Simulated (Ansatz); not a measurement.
Runs of Ansatz 0.2.0 on ZnSe (Stilleite). Symmetry: F-43m, No. 216, cubic system. The conventional cell has a = 5.668 Å, b = 5.668 Å, c = 5.668 Å, α = 90.00°, β = 90.00°, γ = 90.00°. Around Se (site symmetry -43m) lie 4 Zn at 2.45 Å. Zn (site symmetry -43m) has 4 Se at 2.45 Å as nearest neighbours. 

```csv
screening (1/Å),gap on the mesh (eV),pressure (GPa)
0.3,2.24,1.6
0.1,2.75,1.3
0.15,(a),1.4
0.6,1.85,2.2
0.2,2.46,1.4
0.4,(c),(b)
```

Alike in all rows: task single point; level HSE06 form with a typed share of exact exchange; potentials or basis Ansatz PAW; no spin polarisation; cell as given; k mesh 4 × 4 × 4; cutoff (eV) 420; smearing fermi-dirac 0.05 eV; the mesh is coarse, so values aren't converged.

Q: Fill in the values left out.

A: (a) 2.59; (b) 1.8; (c) 2.08.

Caveats: all runs use coarse meshes; the PAW data sets come from PBE, with cores solved anew for the run's functional, which leaves a small shift of forces and pressure; the thresholds are loose for stress.

A k mesh can miss the band edges, and the runs leave out spin-orbit coupling on Se.
